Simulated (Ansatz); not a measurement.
Input, command and steps of an Ansatz relaxation.

```yaml
crystal:
  lattice:
    - [11.0266121726, 0.0, 0.0]
    - [0.0, 4.0489201636, 0.0]
    - [0.0, 0.0, 4.1369640766]
  atoms:
    - { symbol: Sn, position: [0.1160390864, 0.25, 0.054892579] }
    - { symbol: Sn, position: [0.3839609136, 0.75, 0.554892579] }
    - { symbol: Sn, position: [0.6160390864, 0.25, 0.445107421] }
    - { symbol: Sn, position: [0.8839609136, 0.75, 0.945107421] }
    - { symbol: Se, position: [0.3597560244, 0.25, 0.0158508837] }
    - { symbol: Se, position: [0.1402439756, 0.75, 0.5158508837] }
    - { symbol: Se, position: [0.8597560244, 0.25, 0.4841491163] }
    - { symbol: Se, position: [0.6402439756, 0.75, 0.9841491163] }
basis:
  ecutwfc: 420
kpoints:
  mp_grid: { grid: [4, 8, 8] }
hamiltonian:
  xc: pbe
  dispersion: d3bj
scf:
  occupations: { method: gaussian, width: 0.02 }
output:
  forces: true
  stress: true
  eigenvalues: true
relax:
  adjacent_minimum: "off"
  f_tol: 0.01
  max_steps: 30
  cell: { stress_tol: 0.1, fix: [volume] }
```

```bash
ansatz run input.yaml --threads 2 --pin off --max-ram 5120MiB --backend cpu --events-out ev --progress --plain --runs-dir out
```

The calculation used DFT PBE+D3(BJ), scalar-relativistic, plane waves, PAW (Ansatz).

The volume is held at 0.88 times that of the relaxed cell.

Of 7 frames 6 are shown, positions in Å and forces in eV/Å; the SCF threshold varies from step to step. Steps run on the plane waves of an earlier cell, with a Pulay correction in the pressure. The basis is chosen afresh for the last frame, the zero of the energies, and at times for earlier ones too; energy and pressure step there, also at an unchanged geometry. The mark taken_back stands on steps that the optimiser undid.

```xyz
8
Lattice="11.0266 0.0000 0.0000 0.0000 4.0489 0.0000 0.0000 0.0000 4.1370" Properties=species:S:1:pos:R:3:forces:R:3 pbc="T T T" step=1 free_energy_over_end_meV_per_atom=1.47 pressure_GPa=7.10
Sn    1.2795    1.0122    0.2271   -0.1411    0.0000   -0.0615
Sn    4.2338    3.0367    2.2956    0.1411    0.0000   -0.0615
Sn    6.7928    1.0122    1.8414   -0.1411    0.0000    0.0615
Sn    9.7471    3.0367    3.9099    0.1411    0.0000    0.0615
Se    3.9669    1.0122    0.0656    0.1057    0.0000    0.0473
Se    1.5464    3.0367    2.1341   -0.1057    0.0000    0.0473
Se    9.4802    1.0122    2.0029    0.1057    0.0000   -0.0473
Se    7.0597    3.0367    4.0714   -0.1057    0.0000   -0.0473
8
Lattice="10.9098 0.0000 0.0000 0.0000 4.0709 0.0000 0.0000 0.0000 4.1587" Properties=species:S:1:pos:R:3:forces:R:3 pbc="T T T" step=2 free_energy_over_end_meV_per_atom=4.48 pressure_GPa=6.23 taken_back
Sn    1.2296    1.0177    0.1742    0.2882    0.0000    0.0102
Sn    4.2253    3.0532    2.2536   -0.2882    0.0000    0.0102
Sn    6.6845    1.0177    1.9051    0.2882    0.0000   -0.0102
Sn    9.6802    3.0532    3.9845   -0.2882    0.0000   -0.0102
Se    3.9570    1.0177    0.0256   -0.2016    0.0000    0.0542
Se    1.4979    3.0532    2.1049    0.2016    0.0000    0.0542
Se    9.4119    1.0177    2.0538   -0.2016    0.0000   -0.0542
Se    6.9528    3.0532    4.1331    0.2016    0.0000   -0.0542
8
Lattice="10.9992 0.0000 0.0000 0.0000 4.0553 0.0000 0.0000 0.0000 4.1407" Properties=species:S:1:pos:R:3:forces:R:3 pbc="T T T" step=3 free_energy_over_end_meV_per_atom=0.58 pressure_GPa=6.75
Sn    1.2633    1.0138    0.2149    0.0059    0.0000   -0.0276
Sn    4.2363    3.0415    2.2852   -0.0059    0.0000   -0.0276
Sn    6.7629    1.0138    1.8555    0.0059    0.0000    0.0276
Sn    9.7359    3.0415    3.9259   -0.0059    0.0000    0.0276
Se    3.9666    1.0138    0.0628   -0.0011    0.0000    0.0210
Se    1.5330    3.0415    2.1332    0.0011    0.0000    0.0210
Se    9.4662    1.0138    2.0076   -0.0011    0.0000   -0.0210
Se    7.0326    3.0415    4.0779    0.0011    0.0000   -0.0210
8
Lattice="11.0550 0.0000 0.0000 0.0000 4.0650 0.0000 0.0000 0.0000 4.1101" Properties=species:S:1:pos:R:3:forces:R:3 pbc="T T T" step=4 free_energy_over_end_meV_per_atom=0.17 pressure_GPa=6.46
Sn    1.2791    1.0162    0.1221    0.0270    0.0000    0.0032
Sn    4.2483    3.0487    2.1771   -0.0270    0.0000    0.0032
Sn    6.8066    1.0162    1.9330    0.0270    0.0000   -0.0032
Sn    9.7758    3.0487    3.9880   -0.0270    0.0000   -0.0032
Se    3.9881    1.0162    0.0464   -0.0195    0.0000   -0.0227
Se    1.5394    3.0487    2.1014    0.0195    0.0000   -0.0227
Se    9.5155    1.0162    2.0086   -0.0195    0.0000    0.0227
Se    7.0669    3.0487    4.0637    0.0195    0.0000    0.0227
8
Lattice="11.0488 0.0000 0.0000 0.0000 4.0629 0.0000 0.0000 0.0000 4.1144" Properties=species:S:1:pos:R:3:forces:R:3 pbc="T T T" step=5 free_energy_over_end_meV_per_atom=0.09 pressure_GPa=6.47
Sn    1.2881    1.0157    0.0873   -0.0035    0.0000   -0.0109
Sn    4.2363    3.0472    2.1445    0.0035    0.0000   -0.0109
Sn    6.8125    1.0157    1.9699   -0.0035    0.0000    0.0109
Sn    9.7607    3.0472    4.0271    0.0035    0.0000    0.0109
Se    3.9933    1.0157    0.0191   -0.0233    0.0000    0.0228
Se    1.5311    3.0472    2.0763    0.0233    0.0000    0.0228
Se    9.5177    1.0157    2.0382   -0.0233    0.0000   -0.0228
Se    7.0555    3.0472    4.0954    0.0233    0.0000   -0.0228
8
Lattice="11.0442 0.0000 0.0000 0.0000 4.0603 0.0000 0.0000 0.0000 4.1188" Properties=species:S:1:pos:R:3:forces:R:3 pbc="T T T" step=7 free_energy_over_end_meV_per_atom=0.00 pressure_GPa=6.44
Sn    1.2847    1.0151    0.0779   -0.0017    0.0000    0.0003
Sn    4.2374    3.0452    2.1372    0.0017    0.0000    0.0003
Sn    6.8068    1.0151    1.9815   -0.0017    0.0000   -0.0003
Sn    9.7595    3.0452    4.0409    0.0017    0.0000   -0.0003
Se    3.9864    1.0151    0.0245    0.0033    0.0000   -0.0032
Se    1.5357    3.0452    2.0839   -0.0033    0.0000   -0.0032
Se    9.5085    1.0151    2.0349    0.0033    0.0000    0.0032
Se    7.0578    3.0452    4.0943   -0.0033    0.0000    0.0032
```

It took 64 s on 2 threads of AMD EPYC 9R45 96-Core Processor (Zen 5) (shared host), peak memory 1 GiB.

The smearing is narrow for a metal on this mesh.